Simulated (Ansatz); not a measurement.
Runs of Ansatz 0.2.0 on Pb. Symmetry: Im-3m, No. 229, cubic system. Conventional cell: a = 3.959 Å, b = 3.959 Å, c = 3.959 Å, α = 90.00°, β = 90.00°, γ = 90.00°. Around Pb (site symmetry m-3m) lie 8 Pb at 3.43 Å. This isn't the form of Pb at room conditions, which is fcc.

```tsv
task	potentials or basis	spin	cell	k mesh	cutoff (eV)	basis error allowed	pressure (GPa)
band structure	all-electron LAPW, non-relativistic	off	as given	9 × 9 × 9	162	0.001 eV/atom	(a)
band structure	all-electron PAW datasets made for the crystal	off	as given	9 × 9 × 9	260	-	-2.0
relaxation of cell and atoms	all-electron LAPW, scalar-relativistic	off	relaxed to 5 GPa	9 × 9 × 9	-	0.001 eV/atom	5.0
relaxation of cell and atoms	all-electron LAPW, scalar-relativistic	off	relaxed	9 × 9 × 9	-	0.001 eV/atom	0.0
band structure	all-electron LAPW, inner shells corrected to Dirac's equation	off	as given	9 × 9 × 9	163	0.001 eV/atom	-1.9
relaxation of cell and atoms	all-electron LAPW, scalar-relativistic	off	relaxed to 30 GPa	9 × 9 × 9	-	0.001 eV/atom	30.0
band structure	all-electron LAPW, scalar-relativistic	off	as given	7 × 7 × 7	163	0.001 eV/atom	-2.2
relaxation of cell and atoms	all-electron LAPW, scalar-relativistic	off	relaxed to 20 GPa	9 × 9 × 9	-	0.001 eV/atom	20.0
relaxation of cell and atoms	all-electron LAPW, scalar-relativistic	off	relaxed to 10 GPa	9 × 9 × 9	-	0.001 eV/atom	10.0
band structure	all-electron LAPW, scalar-relativistic	off	as given	9 × 9 × 9	163	0.001 eV/atom	-2.0
band structure	all-electron LAPW, relativistic spinors	SOC, no magnetisation	as given	7 × 7 × 7	163	0.001 eV/atom	-1.6
```

Alike in all rows: level PBEsol; smearing fermi-dirac 0.05 eV.

Question: Estimate the missing entries.

Answer: (a) -0.6.

Caveats: the k mesh is thin for a metal, which can move the energy by tens of meV per atom (some runs); relativity is left out, which matters for the heavier elements (some runs).

The runs don't all hold the same shells in valence.
